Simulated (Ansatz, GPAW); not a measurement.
Given: the input of a run of Ansatz 0.2.0 on HfN. 

File input.yaml:

```yaml
crystal:
  lattice:
    - [0.0, 2.256, 2.256]
    - [2.256, 0.0, 2.256]
    - [2.256, 2.256, 0.0]
  atoms:
    - { symbol: Hf, position: [0.0, 0.0, 0.0] }
    - { symbol: "N", position: [0.5, 0.5, 0.5] }
hamiltonian:
  xc: pbe
  pseudopotentials: { kind: paw }
kpoints:
  mp_grid: { grid: [10, 10, 10] }
scf:
  occupations: { method: gaussian, width: 0.03 }
output:
  forces: true
  stress: true
  eigenvalues: true
```

Potentials or basis: Ansatz PAW.

Run with:

```bash
$ ansatz run input.yaml --threads 2 --pin off --max-ram 5632MiB --backend cpu --events-out ev --progress --plain --runs-dir out
```

Translate it to GPAW 26.7.0 (ASE script). Potentials or basis there: GPAW PAW data sets (gpaw-data 1.2.1), cutoff 800 eV.

As run (cutoffs and basis follow the program's own potentials, and thresholds, step limits or extra output files can differ):

run.py

```python
from ase.dft.bandgap import bandgap
from ase.io import read, write
from ase.units import GPa
from gpaw import GPAW, PW

atoms = read('HfN.xyz')

calc = GPAW(mode=PW(800),
            xc='PBE',
            kpts={'size': (10, 10, 10), 'gamma': True},
            occupations={'name': 'methfessel-paxton', 'order': 0, 'width': 0.03},
            nbands=19,
            convergence={'density': 1e-05, 'energy': 1e-05},
            maxiter=150,
            txt='gpaw.txt')
atoms.calc = calc
energy = atoms.get_potential_energy()
forces = atoms.get_forces()
stress = atoms.get_stress()
calc.write('gs.gpw')
write('result.traj', atoms)
print(f'Energy: {energy:.6f} eV')
print('Forces (eV/A):')
print(forces.round(4))
print('Stress (GPa):', (stress / GPa).round(3))
print('Fermi level:', round(calc.get_fermi_level(), 4), 'eV')
print(f'Gap: {bandgap(calc)[0]:.4f} eV, direct: {bandgap(calc, direct=True)[0]:.4f} eV')
```

HfN.xyz

```xyz
2
Lattice="0.0000000000 2.2560000000 2.2560000000 2.2560000000 0.0000000000 2.2560000000 2.2560000000 2.2560000000 0.0000000000" Properties=species:S:1:pos:R:3 pbc="T T T"
Hf     0.0000000000      0.0000000000      0.0000000000
N      2.2560000000      2.2560000000      2.2560000000
```

Potentials or basis: GPAW PAW data sets (gpaw-data 1.2.1), pw.

Command:

```console
$ OMP_NUM_THREADS=1 python run.py
```

Both were run:

|  | Ansatz | GPAW |
| --- | --- | --- |
| Pressure | 6.6 GPa | 6.7 GPa |

Ansatz's pressure holds a Pulay term of +0.50 GPa for its cutoff of 420 eV, which the other run lacks.

The potentials hold 31 and 17 valence electrons a cell.

Where Ansatz's input types no cutoff or centring, it takes its own default and a Γ-centred mesh.

Pressure is positive in compression.
